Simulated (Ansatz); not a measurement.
# CdI2: the band gap up the ladder of functionals

An exercise on one series of results from a longer session: the logs are not shown, and one member is left open.

Program: Ansatz 0.2.0. PAW datasets, plane waves. Calculated at 0 K for a non-magnetic cell.

## The structure to begin with

The cell was relaxed beforehand with r2SCAN+rVV10.

The symmetry is P-3m1 (No. 164, trigonal); a = 4.247 Å, c = 20.692 Å in the conventional setting, 35.91 Å³ an atom. Cd has 6 I at 2.99 Å; I has 3 Cd at 2.99 Å.

As a file:

```xyz
9
Lattice="4.2468 0.0000 0.0000 -2.1234 3.6779 0.0000 0.0000 0.0000 20.6924" Properties=species:S:1:pos:R:3 pbc="T T T"
Cd    2.1234    1.2260    6.8940
Cd    0.0000    2.4519   13.7984
Cd    0.0000    0.0000    0.0000
I     0.0000    2.4519    1.7194
I     0.0000    2.4519    8.6132
I     2.1234    1.2260   18.9729
I     2.1234    1.2260   12.0792
I     0.0000    0.0000    5.1743
I     0.0000    0.0000   15.5181
```

Set-up of the first run:

Input file input.yaml:

```yaml
crystal:
  lattice:
    - [4.2468179188, 0.0, 0.0]
    - [-2.1234089594, 3.6778522029, 0.0]
    - [0.0, 0.0, 20.6923892625]
  atoms:
    - { symbol: Cd, position: [0.6666666667, 0.3333333333, 0.333165591] }
    - { symbol: Cd, position: [0.3333333333, 0.6666666667, 0.666834409] }
    - { symbol: Cd, position: [0.0, 0.0, 0.0] }
    - { symbol: I, position: [0.3333333333, 0.6666666667, 0.0830957573] }
    - { symbol: I, position: [0.3333333333, 0.6666666667, 0.4162484389] }
    - { symbol: I, position: [0.6666666667, 0.3333333333, 0.9169042427] }
    - { symbol: I, position: [0.6666666667, 0.3333333333, 0.5837515611] }
    - { symbol: I, position: [0.0, 0.0, 0.2500582723] }
    - { symbol: I, position: [0.0, 0.0, 0.7499417277] }
kpoints:
  mp_grid: { grid: [12, 12, 2] }
  band_path:
    path:
      - [[0.0, 0.0, 0.0], [0.5, 4.375763253165e-17, 6.432987963201e-18], [0.3333333333333, 0.3333333333333, 4.288658642134e-18], [0.0, 0.0, 0.0], [-5.752354881215e-36, -9.390883702654e-37, 0.5], [0.5, 4.368959356997e-17, 0.5], [0.3333333333333, 0.3333333333333, 0.5], [-5.752354881215e-36, -9.390883702654e-37, 0.5]]
      - [[0.5, 4.368959356997e-17, 0.5], [0.5, 4.375763253165e-17, 6.432987963201e-18]]
      - [[0.3333333333333, 0.3333333333333, 0.5], [0.3333333333333, 0.3333333333333, 4.288658642134e-18]]
    npoints: 10
hamiltonian:
  xc: pbe
scf:
  occupations: { method: fermi_dirac, width: 0.02 }
  n_extra_bands: 6
output:
  forces: true
  stress: true
  eigenvalues: true
  write_density: true
  write_potential: true
  elf: true
  volumetric_format: npy
```

The run is started by

```console
ansatz run input.yaml --threads 2 --pin off --max-ram 29491MiB --backend cpu --events-out ev --progress --plain --runs-dir out
```

Among the steps run: PBE bands along the symmetry lines; r2SCAN at the same geometry; HSE06; Single point with PBE+SOC; PBE0 at the same geometry; LDA; Single point with DDH-PBE0; Single point with r2SCAN0.

One table of the session follows, with a row left open; its other results are not shown here.

| level | gap (eV) |
| --- | --- |
| PBE | 2.21 |
| r2SCAN | ? |
| HSE06 | 3.14 |
| PBE+SOC | 1.90 |
| PBE0 | 3.83 |
| LDA | 2.01 |
| DDH-PBE0 | 3.42 |
| r2SCAN0 | 4.10 |

Estimate the missing values for r2SCAN.

The run gave: gap (eV): 2.64. In the column «gap (eV)» it lies between PBE (2.21) and HSE06 (3.14).

Meshes: PBE 12×12×2, r2SCAN 12×12×2, HSE06 6×6×2, PBE+SOC 12×12×2, PBE0 6×6×2, LDA 12×12×2, DDH-PBE0 6×6×2, r2SCAN0 6×6×2

Against HSE06, PBE is short by 0.93 eV, at 70 % of it, and r2SCAN 84 %. PBE0 lies 0.68 eV above HSE06, which differs from it by screening the long-range exchange.

To keep in mind: Warnings in the runs' records: stress scf threshold loose, stress exchange threshold loose.
